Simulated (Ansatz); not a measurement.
# Compressing Ti3Si: a fit and a missing row

Ti3Si, P6_3/mmc, a = 5.629 Å, c = 4.504 Å. The structure is a Materials Project entry; whether it is the stable form wasn't checked. Ansatz: r2SCAN, PAW, 500 eV, Γ-centred 6×6×8 mesh on 8 atoms, Gaussian smearing 0.10 eV; no spin polarisation. Shape and atoms are relaxed at each volume; pressure is positive in compression.

```
V (Å³/atom) P (GPa)
     13.593        ?
     14.056    16.16
     14.520     9.99
     14.983     4.63
     15.446     0.00
     15.910    -4.00
     16.373    -7.44
     16.991   -11.30
```

Task: Take V0 = 15.446 Å³/atom, fit the third-order Birch–Murnaghan form to the other rows, and predict the missing pressure.

Result: With the Eulerian strain f = ½[(V0/V)^(2/3) − 1] and y = P/[3f(1 + 2f)^(5/2)], the form is the line y = B0 + 1.5 B0 (B0′ − 4) f. Rows (f, y): 0.03244, 141.9; 0.02104, 142.8; 0.01025, 143.1; -0.00977, 143.4; -0.01906, 143.4; -0.03079, 143.4. Means f = 0.0006850, y = 143.00; Σ(Δf)² = 0.003004, ΣΔfΔy = -0.06271; the slope is their ratio. y = 143.0 − 20.88 f GPa, so B0 = 143.0 GPa and B0′ = 4 + 2 × (-20.88)/(3 × 143.0) = 3.90. At V = 13.593, f = 0.04447, y = 142.07 and P = 23.45 GPa. The run gave 23.23 GPa, so the fit is 0.22 GPa too high, a small miss on the scale of the series.